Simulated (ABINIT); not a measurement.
Runs of ABINIT 10.8.3 (patched build) on BN. Symmetry: R3m, No. 160, trigonal system. The conventional cell has a = 2.502 Å, b = 2.502 Å, c = 10.119 Å, α = 90.00°, β = 90.00°, γ = 120.00°. Around N (site symmetry 3m) lie 3 B at 1.44 Å. Around B (site symmetry 3m) lie 3 N at 1.44 Å. The cell is a database's computed one.

| potentials or basis | cutoff (eV) | fine-grid cutoff | gap on the mesh (eV) | pressure (GPa) |
| --- | --- | --- | --- | --- |
| PseudoDojo NC SR PBE v0.5 stringent | 1143 | - | 4.31 | 3.2 |
| PseudoDojo NC SR PBE v0.4.1 standard | 1143 | - | 4.31 | 3.2 |
| PseudoDojo NC SR PBE v0.5 standard | 1143 | - | 4.31 | 3.2 |
| Ansatz NC PBE | 1252 | - | 4.29 | (a) |
| SPMS NC PBE v1.0 | 952 | - | 4.31 | 2.0 |
| PseudoDojo NC SR PBE v0.4 stringent | 1143 | - | 4.31 | 3.2 |
| SG15 NC PBE v1.2 | 1088 | - | 4.32 | 2.1 |
| JTH PAW PBE v2.0 | 707 | 1306.15 eV | (b) | 3.8 |

Alike in all rows: task single point; level PBE; no spin polarisation; cell as given; k mesh 12 × 12 × 12; smearing fermi-dirac 0.05 eV.

Q: Estimate the missing entries.

A: (a) 3.7; (b) 4.27.

Caveats: the atomic spheres overlap (some runs).

A k mesh can miss the band edges.
